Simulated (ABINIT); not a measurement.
# BaO (Fm-3m): G0W0 with and without spin-orbit coupling, part 2 of 2

Aim: spinor G0W0 for BaO (Fm-3m) beside the scalar-relativistic result.

ABINIT 10.8.3; PBE and many-body steps on it, plane waves. Known limits of the many-body steps: not at the basis limit; screening head approximate; no spin-orbit coupling in some runs; coarse k mesh.

So far. Step 4 (Scalar-relativistic): The gap on the mesh goes from 1.94 eV to 2.73 eV, a correction of +0.80 eV. Step 5 (Empty states on the mesh, 4×4×4 mesh, 78 bands): On this mesh the gap is 1.888 eV.

The database entry behind the starting cell differs from later determinations by our own check (about 0.7 % short), so it need not match the best structure at ambient conditions.

### 7. With spin-orbit coupling

This step: G0W0 on PBE with spin-orbit coupling, plane waves, norm-conserving pseudopotentials.

The input, run.abi:

```
acell 3*1.0 Angstrom
rprim 
  -0.000000000000 2.750000000000 2.750000000000
  2.750000000000 -0.000000000000 2.750000000000
  2.750000000000 2.750000000000 -0.000000000000
ntypat 2
znucl 56 8
natom 2
typat 1 2
xred 
  0.000000000000 0.000000000000 0.000000000000
  0.500000000000 0.500000000000 0.500000000000
pp_dirpath "pseudos"
pseudos "Ba.upf, O.upf"
ecut 36
nspinor 2
ngkpt 4 4 4
nshiftk 1
shiftk 0 0 0
kptopt 1
chksymbreak 0
istwfk *1
occopt 1
irdwfk 1
optdriver 4
nband 72
gwcalctyp 0
ecutsigx 36
symsigma 0
nkptgw 2
kptgw 
  0.5000000000 0.5000000000 0.0000000000
  0.0000000000 0.0000000000 0.0000000000
bdgw 
  13 20
  13 22
ecuteps 3.6
irdscr 1
ppmodel 1
indata_prefix "in"
outdata_prefix "out"
tmpdata_prefix "tmp"
```

On the command line:

```console
> OMP_NUM_THREADS=1 mpirun -n 4 abinit run.abi > log
```

Numbers of over 12 decimals in the logs are rounded to 6 here.

What it wrote:

```text
.Version 10.8.3 of ABINIT. v10.8.2 released Aug 2026.

 Symmetries : space group Fm -3 m (#225); Bravais cF (face-center cubic)
[... echo of the input left out ...]
== DATASET  1 ==================================================================
-   mpi_nproc: 4, omp_nthreads: 1 (-1 if OMP is not activated)

--- !DatasetInfo
iteration_state: {dtset: 1, }
dimensions: {natom: 2, nkpt: 8, mband: 72, nsppol: 1, nspinor: 2, nspden: 1, mpw: 2914, }
cutoff_energies: {ecut:  36.0, pawecutdg:  -1.0, }
electrons: {nelect:   1.60000000E+01, charge:   0.00000000E+00, occopt:   1.00000000E+00, tsmear:   1.00000000E-02, }

 SIGMA: Calculation of the GW corrections

 Based on a program developped by R.W. Godby, V. Olevano, G. Onida, and L. Reining.
 Incorporated in ABINIT by V. Olevano, G.-M. Rignanese, and M. Torrent.
.Using double precision arithmetic ; gwpc =  8

[... cell and pseudopotentials left out ...]
--------------------------------------------------------------------------------

 ==== K-mesh for the wavefunctions ====
 Number of points in the irreducible wedge :     8
[... list of points left out ...]
 Together with 48 symmetry operations and time-reversal symmetry
 yields    64 points in the full Brillouin Zone.

 ==== Q-mesh for screening function ====
 Number of points in the irreducible wedge :     8
[... list of points left out ...]
 Together with 48 symmetry operations and time-reversal symmetry
 yields    64 points in the full Brillouin Zone.

 vcoul_init : cutoff-mode = AUXILIARY_FUNCTION
 q-points for optical limit:   1
     1)      0.000010    0.000020    0.000030
 setmesh: FFT mesh size selected  =    40x   40x   40
          total number of points  =        64000

 Number of electrons calculated from density =   16.0000; Expected =   16.0000
[...]
number of omega for Sigma on real axis              0
 max omega for Sigma on real axis  [eV]           0.00
 zcut for avoiding poles [eV]                     0.10

 EPSILON^-1 parameters (SCR file):
 dimension of the eps^-1 matrix on file             89
 dimension of the eps^-1 matrix used                89
 number of plane-waves for wavefunctions          2891
 number of bands                                    72
 number of q-points in IBZ                           8
 number of frequencies                               2
 number of real frequencies                          1
 number of imag frequencies                          1

 matrix elements of self-energy operator (all in [eV])

 Perturbative Calculation

--- !SelfEnergy_ee
iteration_state: {dtset: 1, }
kpoint     : [   0.500,    0.500,    0.000, ]
spin       : 1
KS_gap     :    1.888
QP_gap     :    2.672
Delta_QP_KS:    0.784
data: !SigmaeeData |
     Band     E0 <VxcDFT>   SigX SigC(E0)      Z dSigC/dE  Sig(E)    E-E0       E
       13   5.648 -18.678 -23.548   4.706   0.773  -0.293 -18.804  -0.127   5.521
       14   5.648 -18.678 -23.548   4.706   0.773  -0.293 -18.804  -0.127   5.521
       15   5.827 -18.723 -23.470   4.607   0.777  -0.288 -18.832  -0.109   5.718
[...]
--- !SelfEnergy_ee
iteration_state: {dtset: 1, }
kpoint     : [   0.000,    0.000,    0.000, ]
spin       : 1
KS_gap     :    4.064
QP_gap     :    4.868
Delta_QP_KS:    0.804
data: !SigmaeeData |
     Band     E0 <VxcDFT>   SigX SigC(E0)      Z dSigC/dE  Sig(E)    E-E0       E
[...]
21  10.448  -9.842  -4.968  -3.615   0.842  -0.188  -8.783   1.059  11.507
       22  10.448  -9.842  -4.968  -3.615   0.842  -0.188  -8.783   1.059  11.507

== END DATASET(S) ==============================================================
================================================================================

 -outvars: echo values of variables after computation  --------
           etotal      0.0000000000E+00
            nband          72
             nkpt           8
          spgroup         225
 [... the other variables as echoed above ...]

 Calculation completed.
```

Run time: 39 s. Hardware: 4 MPI ranks of Arm Neoverse V1, shared host; peak memory 0.97 GiB; 2.6 min of CPU time.

This step gave:

* G0W0 gap on the points computed: 2.671 eV
* starting gap on the mesh: 1.888 eV
* k of the valence top: 0.5, 0.5, 0
* k of the conduction bottom: 0.5, 0.5, 0
* Z at the valence top: 0.777
* Z at the conduction bottom: 0.846
* least direct G0W0 gap on the computed points: 2.671 eV

Against G0W0 in ABINIT (4×4×4 mesh, 36 bands, screening to 98 eV, Godby-Needs plasmon pole), the gap moves by −0.063 eV.

### 8. The runs together

Times are wall times on 4 MPI ranks of Arm Neoverse V1, shared host, good to a factor of about two. A run's time includes the screening step that it read.

```
                     run   mesh  bands  screening cutoff (eV)  DFT gap (eV)  gap on the mesh (eV)  direct (eV)  ε∞ used   time
     scalar-relativistic  4×4×4     36                     98         1.939                 2.734        2.734     4.62  7.6 s
with spin-orbit coupling  4×4×4     72                     98         1.888                 2.671        2.671     4.62   64 s
```

### 9. Results

```
scalar-relativistic      : 2.734 eV
with spin-orbit coupling : 2.671 eV
known limits             : not at the basis limit; screening head approximate; no spin-orbit coupling in some runs; coarse k mesh
```

What this shows: With spin-orbit coupling: −0.063 eV against scalar-relativistic, −0.051 eV of it in the start. Bands and cutoff are finite, so the gap is not at the basis limit. The miss can reach some tenths of an eV and take either sign; the mesh is an error of its own. In the G0W0 runs levels were corrected at 2 k points alone, so a gap called «on the mesh» is the least over those, and an edge elsewhere would be missed. The 4×4×4 mesh is coarse for this cell, which bears on the long-range parts of exchange and screening. The long-wavelength limit of the screening leaves out the non-local commutator, which shifts ε∞.

[Paths, hosts, dates, memory and timing lines, banners, echoed tables and standing remarks are left out of the program output.]

[Logs are printed without paths, hosts, clocks, repeated set-up lines and the standing remarks that a program may print on its own settings, such as how far it seeks lower states.]

[Runs of the session that timed out or met a known fault of the program may be left out.]

[Hosts, paths, dates, database ids (printed as entryN), source tags and the programs' standing remarks are cut or masked in the printed files.]

[G0W0 gaps are taken among the corrected bands and points alone; a level outside them can change the order at an edge.]

[Where Ansatz stands beside ABINIT at settings called matched, ABINIT's density can come from a denser mesh and the files from another edition; pairs whose starting gaps differed by over 0.03 eV were left out, so agreement reads better than it is.]
